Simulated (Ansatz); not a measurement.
The system is GaN.

```
CELL_PARAMETERS angstrom
0.00000 2.25350 2.25350
2.25350 0.00000 2.25350
2.25350 2.25350 0.00000
ATOMIC_POSITIONS crystal
Ga 0.00000 0.00000 0.00000
N 0.25000 0.25000 0.25000
```

The cell is a database's computed one.

* Program: Ansatz 0.2.0
* Task: relaxation of cell and atoms
* Functional: LDA
* Potentials or basis: Ansatz PAW
* Cutoff: 420 eV (not typed: the program's choice for these potentials)
* k mesh: 10 × 10 × 10
* Occupations: fermi-dirac, width 0.05 eV
* Spin: no spin polarisation

At the start: volume 11.44 Å³/atom.

Q: How do energy, volume and symmetry change on relaxing?

A: It ends after 7 steps and the volume is 11.06 Å³/atom (-3.4 %); space group F-43m (No. 216, to 0.05 Å).

Step by step:
| step | energy change (eV) | largest force (eV/Å) | volume (Å³) |
| --- | --- | --- | --- |
| 1 | 0.0000 | 0.0000 | 22.89 |
| 2 | -0.0153 | 0.0000 | 22.42 |
| 3 | -0.0190 | 0.0000 | 22.11 |
| 4 | -0.0189 | 0.0000 | 22.13 |
| 5 | -0.0164 | 0.0000 | 22.13 |
| 6 | -0.0164 | 0.0000 | 22.11 |
| 7 | -0.0163 | 0.0000 | 22.11 |

Final structure:
```yaml
crystal:
  lattice:
    - [0.00000, 2.22770, 2.22770]
    - [2.22770, 0.00000, 2.22770]
    - [2.22770, 2.22770, 0.00000]
  atoms:
    - { symbol: Ga, position: [0.00000, 0.00000, 0.00000] }
    - { symbol: N, position: [0.25000, 0.25000, 0.25000] }
```

Caveat: the plane-wave basis is chosen anew once the cell has moved, so the energies of steps on either side of that aren't comparable; the pressure holds a Pulay correction of +0.7 GPa for the finite cutoff; the PAW data sets come from PBE, with cores solved anew for the run's functional, which leaves a small shift of forces and pressure.
